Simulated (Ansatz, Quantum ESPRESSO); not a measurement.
## SiC (001), zinc blende: a film clamped to its substrate

A thin film takes the in-plane lattice of its substrate and is free along the normal. How do the free axis and the stress follow the misfit? The strained cell has c along the film normal; unstrained it is a = 3.0807 Å, b = 3.0807 Å, c = 4.3568 Å, α = 90.00°, β = 90.00°, γ = 90.00°, with 4 atoms.

Calculated with Ansatz 0.2.0, PBEsol, PAW files of the set soft_1, cutoff 600 eV, Fermi–Dirac smearing 0.02 eV, k-mesh 9×9×6, no spin polarisation, no spin-orbit coupling.

Relaxed positions at 0 %:

```
atom       x       y       z
  Si  0.0000  0.0000  0.0000
  Si  0.5000  0.5000  0.5000
   C  0.5000  0.0000  0.7500
   C  0.0000  0.5000  0.2500
```

| ε∥ (%) | a (Å) | c (Å) | ε⊥ (%) | σ (GPa, tension positive) |
| --- | --- | --- | --- | --- |
| −3 | 2.9883 | 4.4457 | 2.040 | −14.36 |
| −2 | 3.0191 | 4.4168 | 1.377 | −9.24 |
| −1 | 3.0499 | 4.3871 | 0.697 | −4.47 |
| 0 | 3.0807 | 4.3568 | 0.000 | −0.01 |
| 2 | 3.1423 | 4.2935 | −1.452 | 8.04 |
| 3 | 3.1731 | 4.2606 | −2.207 | 11.68 |

**Question.** Fit both responses and give the free strain and the stress at +1 %, a row left out above.

Least squares with y = y0 + y1 ε + y2 ε² (ε in %) gives ε⊥ = −0.001 + (−0.7076) ε + (−0.0092) ε² and σ = 0.00 + (4.333) ε + (−0.149) ε² GPa. The linear terms put the ratio of free to applied strain at −0.708 and the biaxial modulus at 433 GPa.

At +1 % the free strain comes out as −0.718 %. The run itself gives −0.718 %, so the estimate misses by 0.000 %, a rounding's worth.

The stress comes out as 4.18 GPa. The run itself gives 4.15 GPa, so the estimate misses by 0.03 GPa; the fitted rows themselves lie up to 0.03 GPa off the law.

For a cubic crystal strained in (001), ε⊥/ε∥ = −R with R = 2C12/C11, the modulus is C11 + C12 − 2C12²/C11 = C11(1 + R/2 − R²/2), so C11 = 393 GPa and C12 = 139 GPa.

The negative ε² term means that the crystal stiffens in compression and softens in tension.

The same fit over all rows at other levels or in other programs gives the strain ratio = −0.701 with PBEsol (Quantum ESPRESSO, PseudoDojo), −0.706 with PBEsol (Quantum ESPRESSO, GBRV) and −0.705 with LDA (Quantum ESPRESSO, GBRV).

[Logs are printed without paths, hosts, clocks, repeated set-up lines and the standing remarks that a program may print on its own settings, such as how far it seeks lower states.]
